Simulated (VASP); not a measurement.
# CdF2: structure and properties in VASP

What structure does CdF2 take at this level, and what are its properties? The steps: rough relaxation of the start cell, relaxing cell and atoms (PBEsol), single point with fields (PBEsol), bands along the symmetry lines (PBEsol), total and projected DOS (PBEsol), vibrations at Γ (PBEsol) and NMR shifts (PBEsol). The cell is invented: it takes the structure of COD entry 9009027, PbF2 (space group 225 there), with some of its atoms replaced by other elements, volume scaled by an estimate. It may not be a known or stable phase.

Main program and level: VASP 6.6.1; PBEsol; plane waves and PAW (Cd, F); invented cell.

## (1) Set-up

Before any relaxation, the start is as follows. The structure is cubic, space group Fm-3m (No. 225). The conventional cell has a = 5.575 Å, b = 5.575 Å, c = 5.575 Å, α = 90.00°, β = 90.00°, γ = 90.00°. Nearest to Cd lie 8 F at 2.41 Å. Nearest to F lie 4 Cd at 2.41 Å. It derives from PbF2. it takes the structure of COD entry 9009027, PbF2 (space group 225 there), with some of its atoms replaced by other elements, volume scaled by an estimate. Farther neighbours and most contacts between anions are not listed.

As a file:

```cif
data_structure
_symmetry_space_group_name_H-M 'Fm-3m'
_symmetry_Int_Tables_number 225
_cell_length_a 5.5745
_cell_length_b 5.5745
_cell_length_c 5.5745
_cell_angle_alpha 90.000
_cell_angle_beta 90.000
_cell_angle_gamma 90.000
_cell_volume 173.23
loop_
_atom_site_label
_atom_site_type_symbol
_atom_site_symmetry_multiplicity
_atom_site_Wyckoff_symbol
_atom_site_fract_x
_atom_site_fract_y
_atom_site_fract_z
_atom_site_occupancy
Cd1 Cd 4 a 0.00000 0.00000 0.00000 1
F1 F 8 c 0.25000 0.75000 0.75000 1
```

## (2) Rough relaxation of the start cell

The start is only an estimate, so a cheap relaxation brings it near a minimum before any careful run. PBEsol restores the gradient expansion of exchange and is tuned for the cells of solids.

INCAR reads:

```
SYSTEM = CdF2
PREC = Normal
ENCUT = 520
EDIFF = 1E-05
NELM = 60
ISMEAR = -1
SIGMA = 0.05
LREAL = .FALSE.
ALGO = Fast
GGA = PS
NBANDS = 19
LORBIT = 11
LWAVE = .FALSE.
LCHARG = .FALSE.
IBRION = 2
NSW = 40
ISIF = 3
EDIFFG = -0.04
```

POSCAR reads:

```
CdF2
1.0
    0.0000000000      2.7872570000      2.7872570000
    2.7872570000      0.0000000000      2.7872570000
    2.7872570000      2.7872570000      0.0000000000
Cd F
1 2
Direct
    0.0000000000      0.0000000000      0.0000000000
    0.2500000000      0.2500000000      0.2500000000
    0.7500000000      0.7500000000      0.7500000000
```

KPOINTS reads:

```
Automatic mesh
0
Gamma
5 5 5
0 0 0
```

Potentials, in the order of the species: Cd and F (PBE family, release 64).

Started as:

```bash
> mpirun -np 1 vasp_std
```

The log of the run:

```text
[banner, memory and clock lines left out]
running    1 mpi-ranks, on    1 nodes
 distrk:  each k-point on    1 cores,    1 groups
 distr:  one band on    1 cores,    1 groups

 POSCAR found type information on POSCAR CdF
 POSCAR found :  2 types and       3 ions
|                                                                             |
|               ----> ADVICE to this user running VASP <----                  |
|                                                                             |
|     You enforced a specific xc type in the INCAR file but a different       |
|     [... a line on the potential file left out ...]
|     I HOPE YOU KNOW WHAT YOU ARE DOING!                                     |
|                                                                             |

 LDA part: xc-table for (Slater+PW92), standard interpolation
 POSCAR, INCAR and KPOINTS ok, starting setup
 FFT: planning ... GRIDC
 FFT: planning ... GRID_SOFT
 FFT: planning ... GRID
 WAVECAR not read
 entering main loop
       N       E                     dE             d eps       ncg     rms          rms(c)
DAV:   1     0.190663505462E+03    0.19066E+03   -0.15253E+04   396   0.136E+03
DAV:   2    -0.400674045960E+01   -0.19467E+03   -0.18819E+03   418   0.344E+02
DAV:   3    -0.130310718856E+02   -0.90243E+01   -0.89881E+01   416   0.808E+01
DAV:   4    -0.130731231471E+02   -0.42051E-01   -0.42046E-01   413   0.582E+00
DAV:   5    -0.130732657132E+02   -0.14257E-03   -0.14257E-03   419   0.320E-01    0.836E+00
RMM:   6    -0.115615305469E+02    0.15117E+01   -0.39726E+00   380   0.132E+01    0.663E+00
RMM:   7    -0.115127732736E+02    0.48757E-01   -0.12515E-01   380   0.306E+00    0.334E+00
RMM:   8    -0.114866779715E+02    0.26095E-01   -0.66774E-02   380   0.269E+00    0.597E-01
RMM:   9    -0.114856862730E+02    0.99170E-03   -0.44505E-03   380   0.689E-01    0.145E-01
RMM:  10    -0.114861460461E+02   -0.45977E-03   -0.30418E-03   380   0.397E-01    0.111E-01
RMM:  11    -0.114859945812E+02    0.15146E-03   -0.73285E-04   365   0.187E-01    0.322E-02
RMM:  12    -0.114859970026E+02   -0.24214E-05   -0.45673E-05   325   0.478E-02
   1 F= -.11485997E+02 E0= -.11485997E+02  d E =-.114860E+02
 curvature:   0.00 expect dE= 0.000E+00 dE for cont linesearch  0.000E+00
 trial: gam= 0.00000 g(F)=  0.177E-46 g(S)=  0.248E+00 ort = 0.000E+00 (trialstep = 0.100E+01)
 search vector abs. value=  0.248E+00
 bond charge predicted
       N       E                     dE             d eps       ncg     rms          rms(c)
DAV:   1    -0.152215991040E+02   -0.37356E+01   -0.68477E+01   398   0.908E+01    0.146E+01
RMM:   2    -0.118069547281E+02    0.34146E+01   -0.89133E+00   380   0.272E+01    0.323E+00
RMM:   3    -0.116444092689E+02    0.16255E+00   -0.63753E-01   380   0.731E+00    0.175E+00
RMM:   4    -0.116037486205E+02    0.40661E-01   -0.96731E-02   380   0.267E+00    0.136E+00
RMM:   5    -0.116008218686E+02    0.29268E-02   -0.62889E-03   380   0.893E-01    0.866E-01
RMM:   6    -0.115988607893E+02    0.19611E-02   -0.66076E-03   380   0.684E-01    0.161E-01
RMM:   7    -0.115985945972E+02    0.26619E-03   -0.67226E-04   380   0.241E-01    0.598E-02
RMM:   8    -0.115986034831E+02   -0.88859E-05   -0.18867E-04   380   0.137E-01    0.232E-02
RMM:   9    -0.115986053881E+02   -0.19050E-05   -0.13334E-05   248   0.375E-02
   2 F= -.11598605E+02 E0= -.11598605E+02  d E =-.112608E+00
 trial-energy change:   -0.112608  1 .order   -0.106162   -0.248001    0.035678
 step:   0.8878(harm=  0.8742)  dis= 0.00000  next Energy=   -11.600598 (dE=-0.115E+00)
 bond charge predicted
       N       E                     dE             d eps       ncg     rms          rms(c)
DAV:   1    -0.116463008964E+02   -0.47697E-01   -0.87767E-01   410   0.108E+01    0.164E+00
RMM:   2    -0.116044304434E+02    0.41870E-01   -0.10720E-01   380   0.307E+00    0.459E-01
RMM:   3    -0.116018782534E+02    0.25522E-02   -0.70172E-03   380   0.797E-01    0.300E-01
RMM:   4    -0.116013280704E+02    0.55018E-03   -0.10770E-03   380   0.282E-01    0.186E-01
RMM:   5    -0.116012890303E+02    0.39040E-04   -0.27242E-04   380   0.182E-01    0.524E-02
RMM:   6    -0.116012750841E+02    0.13946E-04   -0.36948E-05   319   0.565E-02    0.487E-03
RMM:   7    -0.116012753569E+02   -0.27282E-06   -0.49298E-06   206   0.220E-02
   3 F= -.11601275E+02 E0= -.11601275E+02  d E =-.115278E+00
 curvature:  -0.43 expect dE=-0.765E-04 dE for cont linesearch -0.765E-04
 trial: gam= 0.00000 g(F)=  0.137E-45 g(S)=  0.177E-03 ort =-0.663E-02 (trialstep = 0.978E+00)
 search vector abs. value=  0.177E-03
 reached required accuracy - stopping structural energy minimisation
```

It took 11 s on 1 MPI rank of AMD EPYC 7R43, shared host; peak memory 0.1 GiB.

Lines that name or quote the potential files are left out of all logs, and their timing lines are given in words.

From OUTCAR (step 2):

```text
ion  position               nearest neighbor table
   1  0.000  0.000  0.000-   3 2.41   3 2.41   3 2.41   2 2.41   3 2.41   2 2.41   2 2.41   2 2.41

  LATTYP: Found a face centered cubic cell.
 ALAT       =     5.5745140000

 Subroutine GETGRP returns: Found 48 space group operations
 (whereof 48 operations were pure point group operations)

The static configuration has the point symmetry O_h .

 Found     10 irreducible k-points:

   k-points           NKPTS =     10   k-points in BZ     NKDIM =     10   number of bands    NBANDS=     19

   dimension x,y,z NGX =    24 NGY =   24 NGZ =   24
   dimension x,y,z NGXF=    48 NGYF=   48 NGZF=   48

   ENCUT  =  520.0 eV  38.22 Ry    6.18 a.u.   7.33  7.33  7.33*2*pi/ulx,y,z

   NELECT =      26.0000    total number of electrons

 k-points in reciprocal lattice and weights: Automatic mesh
   0.00000000  0.00000000  0.00000000       0.008
   0.20000000  0.00000000  0.00000000       0.064
   0.40000000  0.00000000  0.00000000       0.064
   0.20000000  0.20000000  0.00000000       0.048
   0.40000000  0.20000000  0.00000000       0.192
  -0.40000000  0.20000000  0.00000000       0.192
  -0.20000000  0.20000000  0.00000000       0.096
   0.40000000  0.40000000  0.00000000       0.048
  -0.40000000  0.40000000  0.00000000       0.096
  -0.40000000  0.40000000  0.20000000       0.192

 average (electrostatic) potential at core
       1 -38.9493       2 -77.8817       3 -77.8817

 E-fermi :  -0.3076

 k-point     1 :       0.0000    0.0000    0.0000
  band No.  band energies     occupation
    ...
      9      -2.4542      2.00000
     10      -2.4542      2.00000
     11      -1.9645      2.00000
     12      -1.9645      2.00000
     13      -1.9645      2.00000
     14       1.4222      0.00000
     15      11.0157      0.00000
     16      11.0157      0.00000
     17      11.0157      0.00000
     18      15.8876      0.00000
    ...

 k-point     2 :       0.2000    0.0000    0.0000
  band No.  band energies     occupation
    ...
      9      -2.7164      2.00000
     10      -2.7164      2.00000
     11      -2.3526      2.00000
     12      -1.9350      2.00000
     13      -1.9350      2.00000
     14       2.7624      0.00000
     15       9.5949      0.00000
     16      11.5728      0.00000
     17      11.5728      0.00000
     18      17.3797      0.00000
    ...

 k-point     3 :       0.4000    0.0000    0.0000
  band No.  band energies     occupation
    ...
      9      -3.4662      2.00000
     10      -3.2313      2.00000
     11      -3.2313      2.00000
     12      -1.8747      2.00000
     13      -1.8747      2.00000
     14       5.0029      0.00000
     15       7.9150      0.00000
     16      12.6113      0.00000
     17      12.6113      0.00000
     18      16.5988      0.00000
    ...

  Total        0.0605985      0.0605985      0.0605985      0.0000000      0.0000000     -0.0000000
  in kB        2.4744755      2.4744755      2.4744755      0.0000000      0.0000000     -0.0000000
  external PRESSURE =       2.4744755 kB  Pullay stress =       0.0000000 kB

  energy-cutoff  :      520.00
  volume of cell :       39.24
      direct lattice vectors                 reciprocal lattice vectors
     0.000000000  2.697033576  2.697033576    -0.185388867  0.185388867  0.185388867
     2.697033576  0.000000000  2.697033576     0.185388867 -0.185388867  0.185388867
     2.697033576  2.697033576 -0.000000000     0.185388867  0.185388867 -0.185388867

 POSITION                                       TOTAL-FORCE (eV/Angst)
 -----------------------------------------------------------------------------------
      0.00000      0.00000      0.00000         0.000000     -0.000000      0.000000
      1.34852      1.34852      1.34852        -0.000000     -0.000000      0.000000
      4.04555      4.04555      4.04555        -0.000000      0.000000     -0.000000
 -----------------------------------------------------------------------------------
    total drift:                               -0.000000      0.000000      0.000000

  FREE ENERGIE OF THE ION-ELECTRON SYSTEM (eV)
  ---------------------------------------------------
  free  energy   TOTEN  =       -11.6012753569 eV

  energy  without entropy=      -11.6012753569  energy(sigma->0) =      -11.60127536

 reached required accuracy - stopping structural energy minimisation

 total charge
# of ion       s       p       d       tot
------------------------------------------
    1        0.236   0.200   9.685  10.120
    2        1.734   4.323   0.000   6.057
    3        1.734   4.323   0.000   6.057
--------------------------------------------------
tot          3.704   8.846   9.685  22.235

[... 3 further parts left out ...]
```

CONTCAR:

```
CdF2
   1.00000000000000
     0.0000000000000000    2.6970335764094395    2.6970335764094395
     2.6970335764094395    0.0000000000000000    2.6970335764094395
     2.6970335764094395    2.6970335764094395   -0.0000000000000000
  Cd              F
     1     2
Direct
     0.0000000000000000    0.0000000000000000    0.0000000000000000
     0.2500000000000000    0.2500000000000000    0.2500000000000000
     0.7500000000000000    0.7500000000000000    0.7500000000000000
```

The gap is read on the k-mesh alone, so it is an upper bound where the band edges lie off the mesh. This relaxation is a rough one on cheap settings, only to bring the start near its minimum. The PAW data sets were made with PBE, which is usual practice but a small mismatch for other functionals. After so large a change of volume the plane waves of the start cell no longer fit, so the final stress carries a basis-set error. The run keeps the 48 symmetry operations of its start, so it cannot find a distortion of lower symmetry.

Relaxation path:

| step | energy less that of the first step (eV) | largest force (eV/Å) | pressure (GPa) | volume (Å³) |
| --- | --- | --- | --- | --- |
| 1 | 0.0000 | 0.0000 | -8.39 | 43.31 |
| 2 | -0.1126 | 0.0000 | 1.35 | 38.74 |
| 3 | -0.1153 | 0.0000 | 0.25 | 39.24 |

| conventional cell, symmetrised | before | after | change |
| --- | --- | --- | --- |
| a (Å) | 5.575 | 5.394 | -3.2 % |
| b (Å) | 5.575 | 5.394 | -3.2 % |
| c (Å) | 5.575 | 5.394 | -3.2 % |
| volume (Å³/atom) | 14.44 | 13.08 | -9.4 % |

Final coordinates:

```
Cd F
1.0
     0.00000    2.69703    2.69703
     2.69703    0.00000    2.69703
     2.69703    2.69703    0.00000
Cd F
1 2
Direct
  0.00000 0.00000 0.00000
  0.25000 0.25000 0.25000
  0.75000 0.75000 0.75000
```

A gap read on the k-mesh alone can miss the band edges.

Numbers from this step:

* electrons: 26
* bands: 19
* irreducible k-points: 10
* symmetry operations: 48
* free energy (TOTEN): -11.60 eV
* Fermi energy: -0.3076 eV
* pressure: 0.2474 GPa
* metallic: no
* valence top at k: -0.4, 0.4, 0.2
* conduction bottom at k: 0, 0, 0
* least direct gap at k: 0, 0, 0
* SCF cycles over all ionic steps: 28
* gap on the k-mesh: 2.975 eV
* least direct gap on the k-mesh: 3.387 eV

It ends with forces that vanish by symmetry and a pressure of 0.25 GPa.

[end of part 1 of 6]

[Lines on the potential files, build, host, timing and source positions are cut from VASP's logs without a mark.]

[Logs are printed without paths, hosts, clocks, repeated set-up lines and the standing remarks that a program may print on its own settings, such as how far it seeks lower states.]

[Hosts, paths, dates, database ids (printed as entryN), source tags and the programs' standing remarks are cut or masked in the printed files.]

[A measured line is paired with the nearest computed mode of its activity, which favours agreement.]
